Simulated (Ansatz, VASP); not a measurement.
# One calculation of HfO2, two programs

File INCAR:

```
SYSTEM = HfO2
ALGO = Normal
EDIFF = 1E-7
EDIFFG = -0.02
ENCUT = 600
GGA = PE
IBRION = 2
ISIF = 3
ISMEAR = -1
LASPH = .TRUE.
LCHARG = .FALSE.
LREAL = .FALSE.
LWAVE = .FALSE.
NELM = 60
NSW = 60
PREC = Accurate
SIGMA = 0.05
```

The input KPOINTS:

```
k-points
0
G
  6 6 8
  0 0 0
```

File POSCAR:

```
HfO2
1.0
    4.8135329900      0.0000000000      0.0000000000
    0.0000000000      4.8135329900      0.0000000000
    0.0000000000      0.0000000000      3.2054154100
Hf O
2 4
Direct
    0.5000000000      0.5000000000      0.5000000000
    0.0000000000      0.0000000000      0.0000000000
    0.8050448800      0.1949551200      0.5000000000
    0.6949551200      0.6949551200      0.0000000000
    0.3050448800      0.3050448800      0.0000000000
    0.1949551200      0.8050448800      0.5000000000
```

The input input.yaml:

```yaml
crystal:
  lattice:
    - [4.81353299, 0.0, 0.0]
    - [0.0, 4.81353299, 0.0]
    - [0.0, 0.0, 3.20541541]
  atoms:
    - { symbol: Hf, position: [0.5, 0.5, 0.5] }
    - { symbol: Hf, position: [0.0, 0.0, 0.0] }
    - { symbol: O, position: [0.80504488, 0.19495512, 0.5] }
    - { symbol: O, position: [0.69495512, 0.69495512, 0.0] }
    - { symbol: O, position: [0.30504488, 0.30504488, 0.0] }
    - { symbol: O, position: [0.19495512, 0.80504488, 0.5] }
hamiltonian:
  xc: pbe
  pseudopotentials: { kind: paw }
kpoints:
  mp_grid: { grid: [6, 6, 8] }
scf:
  occupations: { method: fermi_dirac, width: 0.05 }
output:
  forces: true
  stress: true
  eigenvalues: true
relax:
  f_tol: 0.01
  max_steps: 40
  cell: { stress_tol: 0.05 }
```

Measurements of this composition are mostly on another form, of space group No. 14.

Alike in both runs: task relaxation of cell and atoms; functional PBE; k mesh 6 × 6 × 8; occupations fermi-dirac, width 0.05 eV; no spin polarisation.

```csv
,VASP,Ansatz
version,VASP 6.6.1,Ansatz 0.2.0
potentials or method,"VASP PAW PBE potentials, release 54 (Hf_pv, O)",Ansatz PAW
plane-wave cutoff (eV),600,420
valence electrons in the cell,44,76
```

|  | VASP | Ansatz | Ansatz less VASP |
| --- | --- | --- | --- |
| gap on the k mesh at the Fermi level, each at its own relaxed structure (eV) | 3.91 | 3.90 | -0.002 |
| relaxed volume (Å³/atom) | 12.67 | 12.85 | +0.178 |
| relaxed cell length with the largest relative difference (Å) | 4.857 | 4.880 | +0.0233 |
| energy change over the relaxation (meV/atom) | -5 | -12 | -7.3 |

The two sets of potentials don't hold the same shells in valence.

Caveats: spin-orbit coupling is left out, which moves the levels of the heavy elements; the plane-wave basis is chosen anew once the cell has moved, so the energies of steps on either side of that aren't comparable (Ansatz); the pressure holds a Pulay correction of +0.7 GPa for the finite cutoff (Ansatz). As with any semilocal functional, this PBE gap is likely too small. A k mesh can miss the band edges.
